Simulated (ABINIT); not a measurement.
# CdS (Hawleyite): RPA correlation energy against the basis

How does the RPA correlation energy of CdS (Hawleyite) approach its basis limit?

Method: PBE and many-body steps on it, plane waves, in ABINIT 10.8.3.

### Step 1. The starting structure

The structure is cubic, space group F-43m (No. 216). The conventional cell has a = 5.833 Å, b = 5.833 Å, c = 5.833 Å, α = 90.00°, β = 90.00°, γ = 90.00°. Nearest to Cd lie 4 S at 2.53 Å. S has 4 Cd at 2.53 Å nearest. Farther neighbours and most contacts between anions are not listed.

The cell and positions come from the Crystallography Open Database and are kept as given unless a step says otherwise.

### Step 2. Empty states on the mesh, 4×4×4 mesh, 239 bands

This step: ABINIT 10.8.3; DFT, PBE, plane waves, norm-conserving pseudopotentials.

The sums over transitions need many empty states on a uniform mesh; this step solves for them.

run.abi

```
acell 3*1.0 Angstrom
rprim 
  -0.000000000000 2.916500000000 2.916500000000
  2.916500000000 -0.000000000000 2.916500000000
  2.916500000000 2.916500000000 -0.000000000000
ntypat 2
znucl 48 16
natom 2
typat 1 2
xred 
  0.000000000000 0.000000000000 0.000000000000
  0.250000000000 0.250000000000 0.250000000000
pp_dirpath "pseudos"
pseudos "Cd.upf, S.upf"
ecut 47
ngkpt 4 4 4
nshiftk 1
shiftk 0 0 0
kptopt 1
chksymbreak 0
iscf -2
irdden 1
istwfk *1
nband 239
nbdbuf 20
tolwfr 1e-09
nstep 60
prtvol 0
indata_prefix "in"
outdata_prefix "out"
tmpdata_prefix "tmp"
```

Launch:

```sh
$ OMP_NUM_THREADS=1 mpirun -n 4 abinit run.abi > log
```

Numbers of over 12 decimals in the logs are rounded to 6 here.

The log of the run:

```text
.Version 10.8.3 of ABINIT. v10.8.2 released Aug 2026.

 Symmetries : space group F-4 3 m (#216); Bravais cF (face-center cubic)
[... echo of the input left out ...]
== DATASET  1 ==================================================================
-   mpi_nproc: 4, omp_nthreads: 1 (-1 if OMP is not activated)

--- !DatasetInfo
iteration_state: {dtset: 1, }
dimensions: {natom: 2, nkpt: 8, mband: 239, nsppol: 1, nspinor: 1, nspden: 1, mpw: 5180, }
cutoff_energies: {ecut:  47.0, pawecutdg:  -1.0, }
electrons: {nelect:   2.60000000E+01, charge:   0.00000000E+00, occopt:   1.00000000E+00, tsmear:   1.00000000E-02, }

 Real(R)+Recip(G) space primitive vectors, cartesian coordinates (Bohr,Bohr^-1):
 R(1)=  0.0000000  5.5113862  5.5113862  G(1)= -0.0907213  0.0907213  0.0907213
 R(2)=  5.5113862  0.0000000  5.5113862  G(2)=  0.0907213 -0.0907213  0.0907213
 R(3)=  5.5113862  5.5113862  0.0000000  G(3)=  0.0907213  0.0907213 -0.0907213
 Unit cell volume ucvol=  3.3482088E+02 bohr^3
 Angles (23,13,12)=  6.00000000E+01  6.00000000E+01  6.00000000E+01 degrees

 getcut: wavevector=  0.0000  0.0000  0.0000  ngfft=  50  50  50
         ecut(hartree)=     47.000   => boxcut(ratio)=   2.07948

--- Pseudopotential description ------------------------------------------------
- Cd Generated using ONCVPSP code by D. R. Hamann
- 48.00000  20.00000  171031                  znucl, zion, pspdat
12 -101130 2 -1 1368                          pspcod,pspxc,lmax,lloc,mmax
     nproj     2     2     2
  pspatm : epsatm=   23.16453630
         --- l  ekb(1:nproj) -->
             0   51.917189    3.534234
             1    8.636196    1.282240
             2    0.687672   -0.678465
 pspatm: atomic psp has been read  and splines computed

- S Generated using ONCVPSP code by D. R. Hamann
- 16.00000   6.00000  171031                  znucl, zion, pspdat
12 -101130 2 -1 1146                          pspcod,pspxc,lmax,lloc,mmax
     nproj     2     2     2
  pspatm : epsatm=    9.01821529
         --- l  ekb(1:nproj) -->
[...]
pspatm: atomic psp has been read  and splines computed

--------------------------------------------------------------------------------

================================================================================
 prteigrs : about to open file out_EIG
 Non-SCF case, kpt    1 (  0.00000  0.00000  0.00000), residuals and eigenvalues=
  9.25E-10  4.37E-10  3.46E-10  6.94E-10  3.25E-11  1.39E-10  1.53E-10  1.67E-10
  1.29E-10  1.58E-10  2.54E-10  2.85E-10  9.52E-10  3.21E-11  5.02E-11  7.05E-11
  1.06E-10  2.60E-10  5.73E-10  1.11E-10  1.53E-10  2.86E-10  3.39E-10  9.41E-10
[...]
4.37E-07  1.47E-05  7.57E-05  1.65E-04  2.08E-04  8.92E-04  2.21E-03
 -3.5644E+00 -2.1335E+00 -2.1335E+00 -2.1335E+00 -2.9393E-01 -1.2336E-01
 -1.2336E-01 -1.2336E-01 -1.0576E-01 -1.0576E-01  1.6045E-01  1.6045E-01
  1.6045E-01  2.0252E-01  4.0047E-01  4.0047E-01  4.0047E-01  5.7871E-01
[...]
5.5363E+00  5.5363E+00  5.5363E+00  5.5670E+00  5.5724E+00  5.5724E+00
  5.5724E+00  5.5881E+00  5.5881E+00  5.5881E+00  5.5929E+00  5.5929E+00
  5.5930E+00  5.6126E+00  5.6362E+00  5.6419E+00  5.6502E+00
 prteigrs : prtvol=0 or 1, do not print more k-points.

--- !ResultsGS
iteration_state: {dtset: 1, }
comment   : Summary of ground state results
lattice_vectors:
- [ -0.0000000,   5.5113862,   5.5113862, ]
- [  5.5113862,  -0.0000000,   5.5113862, ]
- [  5.5113862,   5.5113862,  -0.0000000, ]
lattice_lengths: [   7.79428,    7.79428,    7.79428, ]
lattice_angles: [ 60.000,  60.000,  60.000, ] # degrees, (23, 13, 12)
lattice_volume:   3.3482088E+02
convergence: {deltae:  0.000E+00, res2:  0.000E+00, residm:  9.932E-10, diffor:  0.000E+00, }
etotal    :  -1.86417562E+02
entropy   :   0.00000000E+00
fermie    :   1.60449132E-01
cartesian_stress_tensor: null
pressure_GPa: null
xred      :
- [  0.0000E+00,   0.0000E+00,   0.0000E+00, Cd]
- [  2.5000E-01,   2.5000E-01,   2.5000E-01,  S]
cartesian_forces: null
force_length_stats: {min: null, max: null, mean: null, }

 Integrated electronic density in atomic spheres:
 ------------------------------------------------
 Atom  Sphere_radius  Integrated_density
[...]
================================================================================

 ----iterations are completed or convergence reached----

 Mean square residual over all n,k,spin=   34.206E-11; max=  99.320E-11
 reduced coordinates (array xred) for    2 atoms
       0.000000000000      0.000000000000      0.000000000000
       0.250000000000      0.250000000000      0.250000000000

 cartesian coordinates (angstrom) at end:
    1      0.000000     0.000000     0.000000
    2      1.458250     1.458250     1.458250
 length scales=  1.889726125908  1.889726125908  1.889726125908 bohr
              =  1.000000000000  1.000000000000  1.000000000000 angstroms
 prteigrs : about to open file out_EIG
 Eigenvalues (hartree) for nkpt=   8  k points:
 kpt#   1, nband=239, wtk=  0.01563, kpt=  0.0000  0.0000  0.0000 (reduced coord)
[...]
5.47183    5.49913    5.49913    5.49913    5.51373    5.51373    5.53631    5.53631
   5.53631    5.56699    5.57236    5.57237    5.57237    5.58810    5.58810    5.58812
   5.59290    5.59293    5.59302    5.61256    5.63622    5.64187    5.65016
 prteigrs : prtvol=0 or 1, do not print more k-points.

== END DATASET(S) ==============================================================
================================================================================

 -outvars: echo values of variables after computation  --------
            nband         239
             nkpt           8
          spgroup         216
 [... the other variables as echoed above ...]

 Calculation completed.
```

The job ended after 2.7 min (4 MPI ranks of Arm Neoverse V1, shared host; peak memory 0.49 GiB).

Numbers from this step:

```
gap                                                           : 1.145 eV
k of the valence top                                          : 0, 0, 0
k of the conduction bottom                                    : 0, 0, 0
least direct gap                                              : 1.145 eV
k points computed                                             : 8
lowest point of the top converged band, above the valence top : 140.9580 eV
```

On this mesh the gap is 1.145 eV.

The density comes from a self-consistent run that is not shown.

### Step 3. RPA energy: 4×4×4 mesh, 47 bands, screening to 54.4 eV

The RPA dielectric matrix is built and inverted for each q.

This step: RPA screening on PBE, plane waves, norm-conserving pseudopotentials.

run.abi, as its differences from that of step 2:

```diff
@@ -20,10 +20,15 @@
 chksymbreak 0
-iscf -2
-irdden 1
 istwfk *1
-nband 239
-nbdbuf 20
-tolwfr 1e-09
-nstep 60
-prtvol 0
+occopt 1
+irdwfk 1
+optdriver 3
+nband 47
+ecuteps 2
+inclvkb 2
+awtr 1
+symchi 1
+gwcalctyp 1
+nfreqre 0
+nfreqim 8
+gwrpacorr 1
 indata_prefix "in"
```

The log of the run:

```text
.Version 10.8.3 of ABINIT. v10.8.2 released Aug 2026.

 Symmetries : space group F-4 3 m (#216); Bravais cF (face-center cubic)
[... echo of the input left out ...]
== DATASET  1 ==================================================================
-   mpi_nproc: 4, omp_nthreads: 1 (-1 if OMP is not activated)

--- !DatasetInfo
iteration_state: {dtset: 1, }
dimensions: {natom: 2, nkpt: 8, mband: 47, nsppol: 1, nspinor: 1, nspden: 1, mpw: 5180, }
cutoff_energies: {ecut:  47.0, pawecutdg:  -1.0, }
electrons: {nelect:   2.60000000E+01, charge:   0.00000000E+00, occopt:   1.00000000E+00, tsmear:   1.00000000E-02, }

 SCREENING: Calculation of the susceptibility and dielectric matrices

 Based on a program developped by R.W. Godby, V. Olevano, G. Onida, and L. Reining.
 Incorporated in ABINIT by V. Olevano, G.-M. Rignanese, and M. Torrent.
.Using double precision arithmetic ; gwpc =  8

[... cell and pseudopotentials left out ...]
--------------------------------------------------------------------------------

 ==== K-mesh for the wavefunctions ====
 Number of points in the irreducible wedge :     8
[... list of points left out ...]
 Together with 24 symmetry operations and time-reversal symmetry
 yields    64 points in the full Brillouin Zone.

 ==== Q-mesh for the screening function ====
 Number of points in the irreducible wedge :     8
[... list of points left out ...]
 Together with 24 symmetry operations and time-reversal symmetry
 yields    64 points in the full Brillouin Zone.

 setmesh: FFT mesh size selected  =    30x   30x   30
          total number of points  =        27000

 vcoul_init : cutoff-mode = AUXILIARY_FUNCTION
 q-points for optical limit:   1
     1)      0.000010    0.000020    0.000030

- screening: taking advantage of time-reversal symmetry
- Maximum band index for partially occupied states nbvw = 13
- Remaining bands to be divided among processors   nbcw = 34
- Number of bands treated by each node ~8

 Number of electrons calculated from density =   26.0000; Expected =   26.0000
 average of density, n =  0.077653
 r_s =    1.4541
 omega_plasma =   26.8804 [eV]

 calculating chi0 at frequencies [eV] :
  1    0.000000E+00    0.000000E+00
  2    0.000000E+00    1.343289E+03
  3    0.000000E+00    2.404413E+02
[...]
8    0.000000E+00    3.079585E+00
  9    0.000000E+00    5.512287E-01

--------------------------------------------------------------------------------
  q-point number  1        q = ( 0.000000, 0.000000, 0.000000) [r.l.u.]
--------------------------------------------------------------------------------
[... chi0 elements left out ...]
  [... further frequencies ...]

 For q-point:  0.000010 0.000020 0.000030
  dielectric constant =  11.0926
  dielectric constant without local fields =  11.7271

  Average fulfillment of the sum rule on Im[epsilon] for q-point    1 :     36.16  [%]
[... wings left out ...]
  q-point number  2        q = ( 0.250000, 0.000000, 0.000000) [r.l.u.]
--------------------------------------------------------------------------------
[... chi0 elements left out ...]
  [... further frequencies ...]

  Average fulfillment of the sum rule on Im[epsilon] for q-point    2 :     50.47  [%]

 [... 6 further q-points ...]
```

Elapsed: 13 s, on 4 MPI ranks; peak memory 0.7 GiB; 50 s of CPU time.

Numbers from this step:

- ε∞ with local fields, on this mesh, along the program's q direction: 11.09
- the same without local fields: 11.73
- plasma frequency: 26.88 eV
- plane waves in the screening matrix: 59
- RPA correlation energy: -10.96 eV

Local fields lower ε∞ by 5 %. On a Γ-centred mesh this coarse the value itself is usually too large, while a short band sum pulls it down.

### Step 4. RPA energy: 4×4×4 mesh, 86 bands, screening to 89.8 eV

run.abi, as its differences from that of step 3:

```diff
@@ -24,4 +24,4 @@
 optdriver 3
-nband 47
-ecuteps 2
+nband 86
+ecuteps 3.3
 inclvkb 2
```

The log of the run:

```text
.Version 10.8.3 of ABINIT. v10.8.2 released Aug 2026.

 Symmetries : space group F-4 3 m (#216); Bravais cF (face-center cubic)
[... echo of the input left out ...]
== DATASET  1 ==================================================================
-   mpi_nproc: 4, omp_nthreads: 1 (-1 if OMP is not activated)

--- !DatasetInfo
iteration_state: {dtset: 1, }
dimensions: {natom: 2, nkpt: 8, mband: 86, nsppol: 1, nspinor: 1, nspden: 1, mpw: 5180, }
cutoff_energies: {ecut:  47.0, pawecutdg:  -1.0, }
electrons: {nelect:   2.60000000E+01, charge:   0.00000000E+00, occopt:   1.00000000E+00, tsmear:   1.00000000E-02, }

 SCREENING: Calculation of the susceptibility and dielectric matrices

 Based on a program developped by R.W. Godby, V. Olevano, G. Onida, and L. Reining.
 Incorporated in ABINIT by V. Olevano, G.-M. Rignanese, and M. Torrent.
.Using double precision arithmetic ; gwpc =  8

[... cell and pseudopotentials left out ...]
--------------------------------------------------------------------------------

 ==== K-mesh for the wavefunctions ====
 Number of points in the irreducible wedge :     8
[...]
- Number of bands treated by each node ~18

 Number of electrons calculated from density =   26.0000; Expected =   26.0000
 average of density, n =  0.077653
 r_s =    1.4541
 omega_plasma =   26.8804 [eV]

 calculating chi0 at frequencies [eV] :
  1    0.000000E+00    0.000000E+00
  2    0.000000E+00    1.343289E+03
  3    0.000000E+00    2.404413E+02
[...]
8    0.000000E+00    3.079585E+00
  9    0.000000E+00    5.512287E-01

--------------------------------------------------------------------------------
  q-point number  1        q = ( 0.000000, 0.000000, 0.000000) [r.l.u.]
--------------------------------------------------------------------------------
[... chi0 elements left out ...]
  [... further frequencies ...]

 For q-point:  0.000010 0.000020 0.000030
  dielectric constant =  11.0873
  dielectric constant without local fields =  11.7703

  Average fulfillment of the sum rule on Im[epsilon] for q-point    1 :     57.32  [%]
[... wings left out ...]
  q-point number  2        q = ( 0.250000, 0.000000, 0.000000) [r.l.u.]
--------------------------------------------------------------------------------
[... chi0 elements left out ...]
  [... further frequencies ...]

  Average fulfillment of the sum rule on Im[epsilon] for q-point    2 :     70.65  [%]

 [... 6 further q-points ...]
```

Run time: 31 s. Hardware: 4 MPI ranks; peak memory 0.95 GiB; 2.1 min of CPU time.

Numbers from this step:

- ε∞ with local fields, on this mesh, along the program's q direction: 11.09
- the same without local fields: 11.77
- plasma frequency: 26.88 eV
- plane waves in the screening matrix: 113
- RPA correlation energy: -16.69 eV

### Step 5. RPA energy: 4×4×4 mesh, 147 bands, screening to 136.1 eV

run.abi, as its differences from that of step 4:

```diff
@@ -24,4 +24,4 @@
 optdriver 3
-nband 86
-ecuteps 3.3
+nband 147
+ecuteps 5
 inclvkb 2
```

The log of the run:

```text
.Version 10.8.3 of ABINIT. v10.8.2 released Aug 2026.

 Symmetries : space group F-4 3 m (#216); Bravais cF (face-center cubic)
[... echo of the input left out ...]
== DATASET  1 ==================================================================
-   mpi_nproc: 4, omp_nthreads: 1 (-1 if OMP is not activated)

--- !DatasetInfo
iteration_state: {dtset: 1, }
dimensions: {natom: 2, nkpt: 8, mband: 147, nsppol: 1, nspinor: 1, nspden: 1, mpw: 5180, }
cutoff_energies: {ecut:  47.0, pawecutdg:  -1.0, }
[...]
[... chi0 elements left out ...]
  [... further frequencies ...]

 For q-point:  0.000010 0.000020 0.000030
  dielectric constant =  11.0788
  dielectric constant without local fields =  11.7795

  Average fulfillment of the sum rule on Im[epsilon] for q-point    1 :     73.49  [%]
[... wings left out ...]
  q-point number  2        q = ( 0.250000, 0.000000, 0.000000) [r.l.u.]
--------------------------------------------------------------------------------
[... chi0 elements left out ...]
  [... further frequencies ...]

  Average fulfillment of the sum rule on Im[epsilon] for q-point    2 :     83.00  [%]

 [... 6 further q-points ...]
```

It took 66 s on 4 MPI ranks; peak memory 1.2 GiB; 4.4 min of CPU time.

Numbers from this step:

- ε∞ with local fields, on this mesh, along the program's q direction: 11.08
- the same without local fields: 11.78
- plasma frequency: 26.88 eV
- plane waves in the screening matrix: 169
- RPA correlation energy: -21.73 eV

### Step 6. RPA energy: 4×4×4 mesh, 219 bands, screening to 179.6 eV

run.abi, as its differences from that of step 5:

```diff
@@ -24,4 +24,4 @@
 optdriver 3
-nband 147
-ecuteps 5
+nband 219
+ecuteps 6.6
 inclvkb 2
```

The log of the run:

```text
.Version 10.8.3 of ABINIT. v10.8.2 released Aug 2026.

 Symmetries : space group F-4 3 m (#216); Bravais cF (face-center cubic)
[... echo of the input left out ...]
== DATASET  1 ==================================================================
-   mpi_nproc: 4, omp_nthreads: 1 (-1 if OMP is not activated)

--- !DatasetInfo
iteration_state: {dtset: 1, }
dimensions: {natom: 2, nkpt: 8, mband: 219, nsppol: 1, nspinor: 1, nspden: 1, mpw: 5180, }
cutoff_energies: {ecut:  47.0, pawecutdg:  -1.0, }
[...]
[... chi0 elements left out ...]
  [... further frequencies ...]

 For q-point:  0.000010 0.000020 0.000030
  dielectric constant =  11.0719
  dielectric constant without local fields =  11.7812

  Average fulfillment of the sum rule on Im[epsilon] for q-point    1 :     82.03  [%]
[... wings left out ...]
  q-point number  2        q = ( 0.250000, 0.000000, 0.000000) [r.l.u.]
--------------------------------------------------------------------------------
[... chi0 elements left out ...]
  [... further frequencies ...]

  Average fulfillment of the sum rule on Im[epsilon] for q-point    2 :     88.77  [%]

 [... 6 further q-points ...]
```

Run time: 3.7 min. Hardware: 4 MPI ranks; peak memory 2.1 GiB.

Numbers from this step:

- ε∞ with local fields, on this mesh, along the program's q direction: 11.07
- the same without local fields: 11.78
- plasma frequency: 26.88 eV
- plane waves in the screening matrix: 283
- RPA correlation energy: -25.67 eV

### Step 7. RPA energy: 4×4×4 mesh, 86 bands, screening to 136.1 eV, 14 frequencies

run.abi, as its differences from that of step 6:

```diff
@@ -24,4 +24,4 @@
 optdriver 3
-nband 219
-ecuteps 6.6
+nband 86
+ecuteps 5
 inclvkb 2
@@ -31,3 +31,3 @@
 nfreqre 0
-nfreqim 8
+nfreqim 14
 gwrpacorr 1
```

The log of the run:

```text
.Version 10.8.3 of ABINIT. v10.8.2 released Aug 2026.

 Symmetries : space group F-4 3 m (#216); Bravais cF (face-center cubic)
[... echo of the input left out ...]
== DATASET  1 ==================================================================
-   mpi_nproc: 4, omp_nthreads: 1 (-1 if OMP is not activated)

--- !DatasetInfo
iteration_state: {dtset: 1, }
dimensions: {natom: 2, nkpt: 8, mband: 86, nsppol: 1, nspinor: 1, nspden: 1, mpw: 5180, }
cutoff_energies: {ecut:  47.0, pawecutdg:  -1.0, }
[...]
[... chi0 elements left out ...]
  [... further frequencies ...]

 For q-point:  0.000010 0.000020 0.000030
  dielectric constant =  11.0702
  dielectric constant without local fields =  11.7703

  Average fulfillment of the sum rule on Im[epsilon] for q-point    1 :     56.49  [%]
[... wings left out ...]
  q-point number  2        q = ( 0.250000, 0.000000, 0.000000) [r.l.u.]
--------------------------------------------------------------------------------
[... chi0 elements left out ...]
  [... further frequencies ...]

  Average fulfillment of the sum rule on Im[epsilon] for q-point    2 :     70.27  [%]

 [... 6 further q-points ...]
```

Elapsed: 52 s, on 4 MPI ranks; peak memory 0.97 GiB.

Numbers from this step:

- ε∞ with local fields, on this mesh, along the program's q direction: 11.07
- the same without local fields: 11.77
- plasma frequency: 26.88 eV
- plane waves in the screening matrix: 169
- RPA correlation energy: -17.46 eV

### Step 8. The rungs together

Times are wall times on 4 MPI ranks of Arm Neoverse V1, shared host, good to a factor of about two.

```
bands  cutoff (eV)  plane waves  frequencies  E_c (eV/atom)     time
   47         54.4           59            8         -5.479     13 s
   86         89.8          113            8         -8.345     31 s
  147        136.1          169            8        -10.864     66 s
  219        179.6          283            8        -12.837  3.7 min
   86        136.1          169           14         -8.729     52 s
```

### Step 9. What came out

```
4×4×4 mesh, 47 bands, screening to 54.4 eV   : -5.479 eV/atom
4×4×4 mesh, 86 bands, screening to 89.8 eV   : -8.345 eV/atom
4×4×4 mesh, 147 bands, screening to 136.1 eV : -10.864 eV/atom
4×4×4 mesh, 219 bands, screening to 179.6 eV : -12.837 eV/atom
limit by the two highest rungs               : -16.66 eV/atom
```

What this shows: Rows off the diagonal of bands and cutoff are checks and stay out of the ladder. The energy is still falling: −1.973 eV/atom over the last rung. A line in cutoff^(−3/2) puts the limit near -16.66 eV/atom, 30 % beyond the top rung; the pair below gives -13.77, so the estimate is rough. The value holds the valence electrons of these pseudopotentials alone, on one mesh; differences between structures converge far faster than the total.

[Paths, hosts, dates, memory and timing lines, banners, echoed tables and standing remarks are left out of the program output.]

[Logs are printed without paths, hosts, clocks, repeated set-up lines and the standing remarks that a program may print on its own settings, such as how far it seeks lower states.]

[Runs of the session that timed out or met a known fault of the program may be left out.]

[Hosts, paths, dates, database ids (printed as entryN), source tags and the programs' standing remarks are cut or masked in the printed files.]

[G0W0 gaps are taken among the corrected bands and points alone; a level outside them can change the order at an edge.]

[Where Ansatz stands beside ABINIT at settings called matched, ABINIT's density can come from a denser mesh and the files from another edition; pairs whose starting gaps differed by over 0.03 eV were left out, so agreement reads better than it is.]
